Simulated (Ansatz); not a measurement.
Stiffness of KI from strained cells

```xyz
2
Lattice="0.0000 3.5246 3.5246 3.5246 0.0000 3.5246 3.5246 3.5246 0.0000" Properties=species:S:1:pos:R:3 pbc="T T T"
K     0.0000    0.0000    0.0000
I     3.5246    3.5246    3.5246
```

Atom numbers follow the list: K1, I2.

The cell is COD entry 9009735, as deposited and not checked against the literature; nothing was relaxed.

No spin–orbit coupling, which matters for the heavy atoms here.

Theory: DFT, PBE, all-electron LAPW, scalar-relativistic in Ansatz 0.2.0.

Sampling and basis: a Γ-centred 8×8×8 k mesh, Fermi–Dirac smearing of 0.01 eV, basis error target 1 meV/atom, no spin polarisation.

The unstrained cell is at 0.68 GPa. Large strains and very small stresses are left out. Each strain is applied once, with fractional coordinates held (clamped ions), and σ below is the change of stress, positive in tension. One finite strain gives stress–strain coefficients at this pressure with an error of the order of the strain times third-order constants, a few per cent for each per cent of strain.

Problem. With x and y strained by +1 %, z held, the run gives σxx = 0.34 GPa, σzz = 0.09 GPa and εxx = εyy = 0.0100. Which stiffness follows?

Solution. C12 = σzz/(2εxx) = 5 GPa and C11 + C12 = σxx/εxx = 34 GPa.

Problem. Estimate the stiffness probed by this change, and the stress that it gives: x and y strained by +2 %, z held.

Solution. σxx = 0.64 GPa, σzz = 0.18 GPa and εxx = εyy = 0.0200, so C12 = σzz/(2εxx) = 4 GPa and C11 + C12 = σxx/εxx = 32 GPa.

Problem. What do those two numbers (x and y strained by +1 %, z held) give for C11, and is the cell stable to tetragonal shear?

Solution. C11 = 34 − 5 = 29 GPa and C11 − C12 = 24 GPa: positive, so stable to it.

Problem. The two estimates of C11 + C12 differ. Why, and which value is best?

Solution. Finite strains add third-order terms, which change sign with the strain, and grow with it; the smaller strain's 34 GPa is the better value.
